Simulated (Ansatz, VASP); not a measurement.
# Two plane-wave programs on GaP

POSCAR

```
GaP
1.0
    0.0000000000      2.7252500000      2.7252500000
    2.7252500000      0.0000000000      2.7252500000
    2.7252500000      2.7252500000      0.0000000000
Ga P
1 1
Direct
    0.0000000000      0.0000000000      0.0000000000
    0.7500000000      0.7500000000      0.7500000000
```

INCAR.step1

```
ALGO = Fast ; EDIFF = 1E-8
EDIFFG = -0.002 ; ENCUT = 600
GGA = PE ; IBRION = 2
ISIF = 3 ; ISMEAR = -1
LASPH = True ; LCHARG = False
LREAL = False ; LWAVE = False
NELM = 100 ; NSW = 40
PREC = Accurate ; SIGMA = 0.05
```

File INCAR.step2:

```
ALGO = Fast ; EDIFF = 1E-8
ENCUT = 600 ; GGA = PE
IBRION = 6 ; ISIF = 3
ISMEAR = -1 ; LASPH = True
LCHARG = False ; LREAL = False
LWAVE = False ; NELM = 100
NFREE = 2 ; NSW = 1
POTIM = 0.015 ; PREC = Accurate
SIGMA = 0.05
```

KPOINTS

```
k-points
0
Gamma
  6 6 6
```

input.yaml

```yaml
crystal:
  lattice:
    - [0.0, 2.72525, 2.72525]
    - [2.72525, 0.0, 2.72525]
    - [2.72525, 2.72525, 0.0]
  atoms:
    - { symbol: Ga, position: [0.0, 0.0, 0.0] }
    - { symbol: P, position: [0.75, 0.75, 0.75] }
hamiltonian:
  xc: pbe
  pseudopotentials: { kind: paw }
kpoints:
  mp_grid: { grid: [6, 6, 6] }
scf:
  occupations: { method: fixed }
output:
  forces: true
  stress: true
elastic:
  mode: relaxed_ion
  stencil: two_point
```

Alike in both runs: task elastic constants; functional PBE; k mesh 6 × 6 × 6; no spin polarisation.

|  | VASP | Ansatz |
| --- | --- | --- |
| version | VASP 6.6.1 | Ansatz 0.2.0 |
| potentials or method | VASP PAW PBE potentials, release 64 (Ga_d, P) | Ansatz PAW |
| plane-wave cutoff (eV) | 600 | 420 |
| occupations | fermi-dirac, width 0.05 eV | fixed |
| valence electrons in the cell | 18 | 18 |

|  | VASP | Ansatz | Ansatz less VASP |
| --- | --- | --- | --- |
| elastic constant that differs most (GPa) | 125 | 138 | +12.3 |
| Voigt bulk modulus (GPa) | 76 | 88 | +12.1 |
